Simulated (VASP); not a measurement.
# Se: single point with PBE+D3(BJ)

Crystal: Se.

```
Se
1.0
     5.68100    3.27993    1.47633
    -5.68100    3.27993    1.47633
     0.00000   -6.55985    1.47633
Se
6
Direct
  0.28066 0.16251 0.91818
  0.91818 0.28066 0.16251
  0.16251 0.91818 0.28066
  0.71934 0.83749 0.08182
  0.08182 0.71934 0.83749
  0.83749 0.08182 0.71934
```

This isn't the form of Se at room conditions, which is trigonal, of chains.

- Program: VASP 6.6.1
- Task: single point
- Functional: PBE
- Dispersion: D3(BJ)
- Potentials or basis: VASP PAW PBE potentials, release 64 (Se)
- Cutoff: 520 eV
- k mesh: 6 × 6 × 6
- Occupations: gaussian, width 0.1 eV
- Spin: no spin polarisation
- Dipole correction: no
- Further INCAR settings: ALGO = Fast; EDIFF = 1e-06; NBANDS = 27

```yaml
Pressure: 0.9 GPa
Largest_force: 0.523 eV/Å
Band_gap_on_the_k_mesh: 1.19 eV, indirect (least direct gap 1.43 eV)
Dispersion_energy_per_atom: -0.312 eV
```

Forces on the atoms (eV/Å):
```
Se   0.177  0.367  0.327
Se  -0.407 -0.031  0.327
Se   0.230 -0.337  0.327
Se  -0.177 -0.367 -0.327
Se   0.407  0.031 -0.327
Se  -0.230  0.337 -0.327
```

Stress tensor (GPa, compression positive):
```
1.05 0.00 0.00
0.00 1.05 0.00
0.00 0.00 0.46
```

Levels at points of the mesh, in eV from the valence-band top:
```
           k point  band 16  band 17  band 18  band 19  band 20  band 21
(0.00, 0.00, 0.00)    -0.80    -0.69    -0.69     1.74     1.74     2.58
(0.50, 0.00, 0.00)    -0.92    -0.37    -0.36     1.69     1.86     2.60
(0.50, 0.50, 0.00)    -1.17    -0.91    -0.39     1.46     1.73     2.29
(0.50, 0.50, 0.50)    -1.31    -1.31     0.00     1.43     1.43     1.88
```

It took 4.7 min on 1 thread of Intel(R) Xeon(R) Platinum 8559C (Emerald Rapids), on a shared host, peak memory 0.41 GiB.

A k mesh can miss the band edges.
